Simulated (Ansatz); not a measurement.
Relaxed ZnTe (zinc blende):

```yaml
crystal:
  lattice:
    - [0.00000, 6.17910, 6.17910]
    - [3.08955, 0.00000, 3.08955]
    - [3.08955, 3.08955, 0.00000]
  atoms:
    - { symbol: Te, position: [0.37500, 0.75000, 0.75000] }
    - { symbol: Te, position: [0.87500, 0.75000, 0.75000] }
    - { symbol: Zn, position: [0.00000, 0.00000, 0.00000] }
    - { symbol: Zn, position: [0.50000, 0.00000, 0.00000] }
```

The numbers are results of PBE (plane waves to 420 eV, PAW, scalar-relativistic; Ansatz, an electronic-structure program), not measurements. k mesh 4×8×8 (Γ-centred), Fermi-Dirac smearing 0.05 eV. Spin-orbit coupling is left out, though Te is heavy. ZnTe was relaxed with its symmetry unable to fall.

One atom of the cell was then moved (with its periodic images), all else fixed, and the forces (eV/Å) came out as:

```
atom      Fx      Fy      Fz
----  ------  ------  ------
Te1    0.792   0.800  -0.355
Te2   -0.074  -0.076   0.002
Zn3   -0.033  -0.015   0.017
Zn4   -0.685  -0.710   0.336
```

Question: Which atom was moved, and by which vector (Å)?

Answer: Te1, by (-0.15, -0.15, 0.00), 0.22 Å in all.

(For displaced atoms, the force is minus the slope of the energy, and its curvature is a force constant, which sets phonon frequencies.)
